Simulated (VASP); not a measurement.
Wanted: the native input for a VASP 6.6.1 run.

```yaml
Task: single point
Functional: PBE
Potentials_or_basis: VASP PAW PBE potentials, release 64 (Ti_sv)
Cutoff: 520 eV
k_mesh: 12 × 7 × 1
Occupations: gaussian, width 0.1 eV
Spin: no spin polarisation
Dipole_correction: yes
Further_INCAR_settings: ALGO = Fast; EDIFF = 1e-06; NBANDS = 45; ISYM = 0
```

The structure of Ti lies in POSCAR:

```
Ti
1.0
    2.9385821062      0.0000000000      0.0000000000
   -1.4692910531      5.3012188750      0.0000000000
    0.0000000000      0.0000000000     19.8370176941
Ti
6
Direct
    0.7903145610      0.5790885505      0.3826059004
    0.0654757701      0.1309773577      0.4030373946
    0.4006430652      0.8004215030      0.4881433052
    0.6754933881      0.3518513363      0.5118564249
    0.0106607231      0.0212955366      0.5969627842
    0.2858222725      0.5731852758      0.6173941906
```

The slab is cut from a database's or a generator's crystal, which needn't be the stable form of the element.

The cell isn't the ideal one: (1 0 1) slab, atoms relaxed.

These files were run (other wordings do the same):

INCAR

```
SYSTEM = Ti
PREC     = Accurate       ! precision mode
ENCUT    = 520            ! plane-wave cutoff, eV
EDIFF    = 1E-6           ! SCF threshold, eV
ISMEAR   = 0              ! smearing method
SIGMA    = 0.1            ! smearing width, eV
LREAL    = .False.        ! projectors in reciprocal space
LASPH    = .True.         ! aspherical terms in the spheres
NELM     = 100            ! most SCF steps
ALGO     = Fast           ! electronic algorithm
ISIF     = 2              ! what is computed and relaxed
LWAVE    = .False.        ! write WAVECAR
LCHARG   = .False.        ! write CHGCAR
LDIPOL   = .True.       
IDIPOL   = 3            
DIPOL    = 0.5 0.5 0.500
GGA      = PE             ! functional
NBANDS   = 45             ! bands
ISYM     = 0
```

KPOINTS

```
Automatic mesh
0
Gamma
  12 7 1
  0 0 0
```

Potentials or basis: VASP PAW PBE potentials, release 64 (Ti_sv).

Run with:

```bash
$ cat potpaw_PBE.64/Ti_sv/POTCAR > POTCAR
$ mpirun -np 1 vasp_std > vasp.out
```

It gave:

* Largest force: 0.019 eV/Å
* Band gap on the k mesh: none (metal or under the smearing width)

Run time: 40 min on 1 thread of Intel(R) Xeon(R) Platinum 8488C (Sapphire Rapids) (shared host), peak memory 0.62 GiB.
